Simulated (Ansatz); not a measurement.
# BaZrO3 (Pm-3m) in Ansatz: a series of runs

Aim: see how the results for BaZrO3 move with the level of theory and the settings. Levels: HSE06, PBE0. Tasks: band structure.

Program: Ansatz 0.2.0. These are calculated values, not measurements. Logs are shortened: lines on timing, memory, paths and dates and some standing lists are left out, and cuts for length are marked.

## (1) The crystal as given

Symmetry: Pm-3m, No. 221, cubic system. Conventional cell: a = 4.191 Å, b = 4.191 Å, c = 4.191 Å, α = 90.00°, β = 90.00°, γ = 90.00°. Around Ba (site symmetry m-3m) lie 12 O at 2.96 Å. Zr (site symmetry m-3m) has 6 O at 2.10 Å as nearest neighbours. O (site symmetry 4/mmm) has 2 Zr at 2.10 Å as nearest neighbours.

## (2) Band structure, HSE06

The input, input:

```
crystal:
  lattice:
    - [4.19134, 0.0, 0.0]
    - [0.0, 4.19134, 0.0]
    - [0.0, 0.0, 4.19134]
  atoms:
    - { symbol: Ba, position: [0.0, 0.0, 0.0] }
    - { symbol: Zr, position: [0.5, 0.5, 0.5] }
    - { symbol: O, position: [0.5, 0.5, 0.0] }
    - { symbol: O, position: [0.5, 0.0, 0.5] }
    - { symbol: O, position: [0.0, 0.5, 0.5] }
hamiltonian:
  xc: hse06
  pseudopotentials: { kind: paw }
kpoints:
  mp_grid: { grid: [4, 4, 4] }
  band_path:
    path:
      - [[0.0, 0.0, 0.0], [0.0, 0.5, 0.0], [0.5, 0.5, 0.0], [0.0, 0.0, 0.0], [0.5, 0.5, 0.5], [0.0, 0.5, 0.0]]
      - [[0.5, 0.5, 0.0], [0.5, 0.5, 0.5]]
    npoints: 4
scf:
  occupations: { method: fermi_dirac, width: 0.05 }
  n_extra_bands: 12
output:
  forces: true
  stress: true
  eigenvalues: true
  fatbands: false
  write_density: true
  write_potential: true
  elf: true
  volumetric_format: npy
```

Potentials or basis: Ansatz PAW.

Output:

```text
Warning: output.stress: scf.convergence.dr2_threshold = 1e-7 eV (the SCF's general default) is looser than the 5e-10 eV advised for a printed stress (1e-10 eV for each atom of the cell: 5). What an SCF threshold leaves in a stress goes as its square root, and in the free energy as the threshold itself, and one threshold admits the most on a small cell: of the crystals measured, under no hybrid functional and no lock of the moments, on runs that ended without the residual-converged pass, on stresses that held no estimate of that error, the worst erred by over 100 MPa in a component at 1e-7 eV an atom and by under 5 at 1e-10. Set scf.convergence.dr2_threshold to 5e-10 eV or tighter. The threshold is an SCF's pass mark: one that does not reach it within its budget of iterations ends unconverged, or closes short of it on a stop that the run arms, and scf.convergence.dr2_threshold's page says what that costs each kind of run
Warning: output.stress: scf.exx.energy_threshold = 1e-6 eV is looser than the 5e-8 eV advised for a stress under a hybrid functional (1e-8 eV for each atom of the cell: 5). Every SCF of the exchange loop can meet its threshold on dr2 while the loop round them stops early: no threshold on dr2 bounds what that leaves in the stress. Set scf.exx.energy_threshold to 5e-8 eV or tighter. The threshold is the loop's pass mark: a loop that does not reach it within its budget of cycles ends unconverged, and scf.exx.energy_threshold's page has the law
scf.n_extra_bands = 12 over 20 filled bands (N_el = 40.0): the run solves 32 bands
GPUs: using 1 of 1 available (devices: 1).
Engine: ansatz 0.2.0, x86_64-unknown-linux-gnu
Pseudopotentials: kind: paw
Pseudopotential: Ba, paw, valence charge 10, recommended cutoff 420 eV (normal), Ba.paw.azcp
Pseudopotential: Zr, paw, valence charge 12, recommended cutoff 420 eV (normal), Zr.paw.azcp
Pseudopotential: O, paw, valence charge 6, recommended cutoff 420 eV (normal), O.paw.azcp
Functional definition: HSE06
  parameter a = 0.25
  parameter omega = 0.11/bohr
  exchange = pbe_x - a*pbe_x_sr(omega) + a*exact_x_sr(omega)
  correlation = pbe_c
device memory: the entry about to start is reckoned to put 0.7 GiB on a device that reports 73.6 GiB free (of which the cap on the GPU budget leaves the run 18.0 GiB)
GPU FFT provider: cuFFT
GPU libraries: cuBLAS 13.8.2, cuFFT 12.4.0, cuSOLVER 12.3.4
Crystal: 5 atoms, lattice volume = 73.631 Å³
Basis set: ecut = 420 eV, 1419 PW (Γ), exchange–correlation on 60×60×60 points (8 copies of the dense FFT grid, shifted against one another)
Bands: 32, of which v1, the nominal top of the filled ones, is band 20 counted from 1 (19 counted from 0)
Symmetry: 48 space group operations
Space group: Pm-3m (ITA 221), of the structure as read, at distance tolerance 4.2e-5 Å
k-points: 10 of 64
Non-local potential: Ba, projectors of the file, l = 0: 3, l = 1: 2, l = 2: 2, l = 3: 2
Non-local potential: Zr, projectors of the file, l = 0: 3, l = 1: 2, l = 2: 2, l = 3: 2
Non-local potential: O, projectors of the file, l = 0: 2, l = 1: 2, l = 2: 1
PAW form: soft (Blöchl's): semilocal exchange-correlation on the pseudo side does not see the compensation charge
PAW frozen core: Ba, regenerated for the run's functional, and the local potential with it (the file was generated under x = pbe(κ = 0.804, μ = 0.2195149727645171), c = pbe(β = 0.06672455060314922))
PAW frozen core: Zr, regenerated for the run's functional, and the local potential with it (the file was generated under x = pbe(κ = 0.804, μ = 0.2195149727645171), c = pbe(β = 0.06672455060314922))
PAW frozen core: O, regenerated for the run's functional, and the local potential with it (the file was generated under x = pbe(κ = 0.804, μ = 0.2195149727645171), c = pbe(β = 0.06672455060314922))
[... 47 lines left out ...]
hybrid outer 2: dexx = +4.319e-7 eV, tail = 9.30e-9 eV, Δε = 1.48e-3 eV (about 3.08e-5 eV left of the loop's levels)
device memory: the entry about to start is reckoned to put 0.6 GiB on a device that reports 70.4 GiB free (of which the cap on the GPU budget leaves the run 18.0 GiB)
NSCF: frozen V_eff on 26 k-points, pencils in batches of 32, up to order 144
hybrid SCF converged: 2 outer / 10 inner (+2 warm-up), last move |dexx| = 4.32e-7 eV, tail = 9.30e-9 eV
Stability not checked: this state was not tested for a lower state beside it, because the functional holds exact exchange (a hybrid, or Hartree-Fock), whose exchange loop this test does not read (fock_operator; see scf.lower_state_search)
Free energy (F): -11851.475982 eV
Frozen-core exchange: fock
Harris-Foulkes:  -11851.475982 eV  (|F-HF|=6.40e-10)
Internal energy: -11851.475982 eV  (E = F + TS)
E sigma→0 (E₀):  -11851.475982 eV
Fermi energy:    11.182210 eV
--- Per-component energies (eV) ---
  E_band       = -163.676389
  E_kinetic    = 1036.025755
  E_local      = -1935.683083  (includes V_loc(G=0)·N_el)
  E_nonlocal   = 270.682888
  E_hartree    = 687.247943
  E_xc         = -446.470847
  E_vxc        = -490.890122  (∫ρ·V_xc dr)
  E_exx        = -109.280922  (= α·E_x^exact, valence–valence)
  E_paw        = -8659.605729  (= ΣΔE_a)
  E_vpaw       = -199.753535  (= ΣTr[D̂ρ^β])
  E_aug_tail   = 0.007302  (compensation charges beyond the density's cutoff)
  E_ewald      = -2693.776990
  E_core_change = -0.622306  (= ΣΔE_core)
  E_smearing   = -0.000000  (= −TS)
  E_closure    = 0.000008  (closes the sum)
  Σ components = -11851.475982   (vs F -11851.475982, Δ=-1.82e-12)
--- Forces (eV/Å), atoms counted from 1 ---
  atom   1  Ba     0.00000000    -0.00000000    -0.00000000
  atom   2  Zr     0.00000000     0.00000000     0.00000000
  atom   3  O      0.00000000     0.00000000     0.00000000
  atom   4  O     -0.00000000     0.00000000     0.00000000
  atom   5  O      0.00000000    -0.00000000    -0.00000000
  max |Σ_I F_I| component: 7.47e-29 eV/Å
--- Stress (GPa, compression-positive) ---
        0.108380       0.000000      -0.000000
        0.000000       0.108380       0.000000
       -0.000000       0.000000       0.108380
  P = ⅓ Tr σ = 0.1084 GPa (1.084 kbar)
--- Band table (eV; the first three rows and the last of 10) ---
  k-point 0: bands = ["-41.0381", "-17.8312", "-17.8312", "-17.8312", "-17.7504", "-9.1363", "-8.8531", "-8.8531", "-1.8631", "-1.8631", "-1.8631", "7.1928", "7.1928", "7.1928", "7.7203", "7.7203", "7.7203", "8.5340", "8.5340", "8.5340", "13.5158", "13.5158", "13.5158", "15.0244", "15.0244", "16.3312", "17.9257", "17.9257", "19.1063", "19.1063", "19.1063", "22.1563"]
  k-point 1: bands = ["-41.0363", "-18.0805", "-17.8258", "-17.8258", "-17.6193", "-9.1872", "-8.8416", "-8.3655", "-1.8185", "-1.8185", "-1.7530", "6.0999", "7.0070", "7.0070", "7.2937", "7.2937", "7.3806", "7.4640", "8.3638", "8.3638", "13.7059", "14.7691", "14.7691", "15.9055", "15.9713", "17.5723", "17.9274", "18.4280", "19.3012", "19.3012", "19.5720", "21.9924"]
  k-point 2: bands = ["-41.0344", "-18.2468", "-17.8205", "-17.8205", "-17.5616", "-9.3031", "-8.8301", "-7.7615", "-1.7730", "-1.7730", "-1.6429", "4.7971", "6.7548", "6.7548", "6.9211", "6.9908", "6.9908", "7.0828", "8.2584", "8.2584", "13.9323", "16.2139", "16.2139", "16.9011", "17.1796", "17.8164", "17.9124", "19.1595", "19.1595", "19.3549", "20.6266", "22.0033"]
  k-point 9: bands = ["-41.0271", "-18.1138", "-18.1138", "-18.1138", "-17.5990", "-7.7859", "-7.7859", "-7.7859", "-2.4111", "-2.4111", "-2.4111", "4.7197", "4.7197", "4.9303", "6.1563", "6.1563", "6.1563", "8.8033", "8.8033", "8.8033", "16.4121", "16.4121", "16.4121", "17.6539", "17.6539", "17.6539", "19.8030", "19.8030", "21.1496", "21.7080", "21.7080", "21.7080"]
```

Wall time 33 s (1 × NVIDIA H100 80GB HBM3 with 2 threads of AMD EPYC 7R13 (Zen 3), shared host); peak memory 2.2 GiB.

Results:

* Free energy: -11851.4760 eV
* Pressure: 0.1 GPa
* Band gap on the k mesh: 4.71 eV, indirect (least direct gap 4.98 eV)
* Band gap along the path: 4.71 eV, indirect (least direct gap 4.98 eV)

Levels at the corners of the path, in eV from the valence-band top:
```csv
point,band 17,band 18,band 19,band 20,band 21,band 22,band 23,band 24
Γ,-1.08,-0.27,-0.27,-0.27,4.71,4.71,4.71,6.22
X,-1.81,-1.72,-0.54,-0.54,5.13,7.41,7.41,8.10
M,-0.98,-0.98,-0.95,-0.05,7.39,7.39,8.19,8.22
Γ,-1.08,-0.27,-0.27,-0.27,4.71,4.71,4.71,6.22
R,-2.65,0.00,0.00,0.00,7.61,7.61,7.61,8.85
X,-1.81,-1.72,-0.54,-0.54,5.13,7.41,7.41,8.10
M,-0.98,-0.98,-0.95,-0.05,7.39,7.39,8.19,8.22
R,-2.65,0.00,0.00,0.00,7.61,7.61,7.61,8.85
```

Caveat: the pressure holds a Pulay correction of +0.4 GPa for the finite cutoff; spin-orbit coupling is left out, which moves the levels of the heavy elements; the PAW data sets come from PBE, with cores solved anew for the run's functional, which leaves a small shift of forces and pressure; the thresholds are loose for stress.

## (3) Band structure, PBE0

input, as its differences from that of step 2:

```diff
@@ -12,3 +12,3 @@
 hamiltonian:
-  xc: hse06
+  xc: pbe0
   pseudopotentials: { kind: paw }
```

Potentials or basis: Ansatz PAW.

Run time: 32 s. Hardware: 1 × NVIDIA H100 80GB HBM3 with 2 threads of AMD EPYC 7R13 (Zen 3), shared host; peak memory 2.2 GiB.

It converged, with:

```
Free energy             : -11850.4490 eV
Pressure                : 0.1 GPa
Band gap on the k mesh  : 5.47 eV, indirect (least direct gap 5.73 eV)
Band gap along the path : 5.47 eV, indirect (least direct gap 5.73 eV)
```

Levels at the corners of the path, in eV from the valence-band top:
| point | band 16 | band 17 | band 18 | band 19 | band 20 | band 21 | band 22 | band 23 | band 24 | band 25 |
| --- | --- | --- | --- | --- | --- | --- | --- | --- | --- | --- |
| Γ | -1.08 | -1.08 | -0.26 | -0.26 | -0.26 | 5.47 | 5.47 | 5.47 | 6.96 | 6.96 |
| X | -1.83 | -1.83 | -1.74 | -0.54 | -0.54 | 5.89 | 8.19 | 8.19 | 8.86 | 9.13 |
| M | -2.51 | -0.98 | -0.98 | -0.96 | -0.05 | 8.17 | 8.17 | 8.96 | 9.00 | 10.34 |
| Γ | -1.08 | -1.08 | -0.26 | -0.26 | -0.26 | 5.47 | 5.47 | 5.47 | 6.96 | 6.96 |
| R | -2.66 | -2.66 | 0.00 | 0.00 | 0.00 | 8.36 | 8.36 | 8.36 | 9.64 | 9.64 |
| X | -1.83 | -1.83 | -1.74 | -0.54 | -0.54 | 5.89 | 8.19 | 8.19 | 8.86 | 9.13 |
| M | -2.51 | -0.98 | -0.98 | -0.96 | -0.05 | 8.17 | 8.17 | 8.96 | 9.00 | 10.34 |
| R | -2.66 | -2.66 | 0.00 | 0.00 | 0.00 | 8.36 | 8.36 | 8.36 | 9.64 | 9.64 |

Caveat: the pressure holds a Pulay correction of +0.4 GPa for the finite cutoff; spin-orbit coupling is left out, which moves the levels of the heavy elements; the PAW data sets come from PBE, with cores solved anew for the run's functional, which leaves a small shift of forces and pressure; the thresholds are loose for stress.
